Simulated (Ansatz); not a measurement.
Trial structure of Ge, not yet relaxed:

```cif
data_structure
_symmetry_space_group_name_H-M 'P 1'
_symmetry_Int_Tables_number 1
_cell_length_a 6.4078
_cell_length_b 6.4078
_cell_length_c 5.4777
_cell_angle_alpha 90.000
_cell_angle_beta 90.000
_cell_angle_gamma 120.000
_cell_volume 194.78
loop_
_atom_site_label
_atom_site_type_symbol
_atom_site_fract_x
_atom_site_fract_y
_atom_site_fract_z
_atom_site_occupancy
Ge1 Ge 0.76400 0.28765 0.59769 1
Ge2 Ge 0.71235 0.47635 0.26436 1
Ge3 Ge 0.52365 0.23600 0.93102 1
Ge4 Ge 0.28765 0.76400 0.40231 1
Ge5 Ge 0.47635 0.71235 0.73564 1
Ge6 Ge 0.23600 0.52365 0.06898 1
Ge7 Ge 0.87097 0.00000 0.66667 1
Ge8 Ge 0.00000 0.87097 0.33333 1
Ge9 Ge 0.12903 0.12903 0.00000 1
```

These are results of DFT PBE, scalar-relativistic, plane waves, PAW (Ansatz), not measurements. Plane waves to 420 eV, a k mesh through Γ of 3×3×4 on the computed 9-atom cell and Gaussian smearing (0.10 eV); no spin polarisation.

Energies count from the standard state of Ge at the same level.

Question: Estimate its pressure, forces and energy as it stands.

Answer: The pressure is 15.7 GPa (the mean over three directions, positive in compression), the largest force is 1.02 eV/Å, and the energy is +0.71 eV/atom against the standard state. The shortest distance is 2.30 Å.

Question: How much does it gain on relaxing, and where does it end?

Answer: Relaxing gains about 0.44 eV/atom (the start's value is from the coarse mesh, so the gain is rough) in 34 ionic steps and ends at +0.27 eV/atom on the finer mesh. The symmetry stays P3_221 (No. 154). The volume per atom shrinks by 6.4 %, from 21.6 to 20.3 Å³. The shortest distance goes from 2.30 Å (Ge–Ge) to 2.64 Å (Ge–Ge). The ratio c/a of the conventional cell changes by a factor of 1.16. Conventional cell: a = 5.972 Å, c = 5.901 Å. Around Ge on a site of symmetry 1 lie 4 Ge at 2.67–2.82 Å; around Ge on a site of symmetry 2 lie 6 Ge at 2.64–2.82 Å.

The last run used a 6×6×6 mesh for its 9-atom cell and Gaussian smearing of 0.10 eV. The relaxation can't lower the symmetry of the start. Symmetry constrained the relaxation, so the result can be a saddle point. Another cell of Ge relaxed alike, in Cmcm, lies 186 meV/atom lower, so this cell isn't the stable form at this level.
